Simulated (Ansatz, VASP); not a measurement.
## One calculation of Ru, two programs

```xyz
1
Lattice="0.0000 2.0003 2.0003 2.0003 0.0000 2.0003 2.0003 2.0003 0.0000" Properties=species:S:1:pos:R:3 pbc="T T T"
Ru    0.0000    0.0000    0.0000
```

Change from the starting cell: equal engineering shear yz, xz and xy +0.0000, equal normal strain along x, y and z +0.0500.

Alike in both runs: task single point; functional PBE; k mesh 20 × 20 × 20; occupations gaussian, width 0.15 eV; no spin polarisation.

|  | VASP | Ansatz |
| --- | --- | --- |
| version | VASP 6.6.1 | Ansatz 0.2.0 |
| potentials or method | VASP PAW PBE potentials, release 64 (Ru_pv) | scalar-relativistic, plane waves, PAW |
| plane-wave cutoff (eV) | 520 | 420 |
| valence electrons in the cell | 14 | 16 |

```tsv
	VASP	Ansatz	Ansatz less VASP
gap on the k mesh at the Fermi level (eV)	none	none	-
pressure (GPa)	-31.2	-31.1	+0.12
```

A gap of «none» marks a metal or a gap that the smearing closes. The two sets of potentials don't hold the same shells in valence.

Caveats: the cell as given lies far from equilibrium; so large a pressure means that the cell lies far from this level's equilibrium, or that cutoff or potentials fall short (VASP).
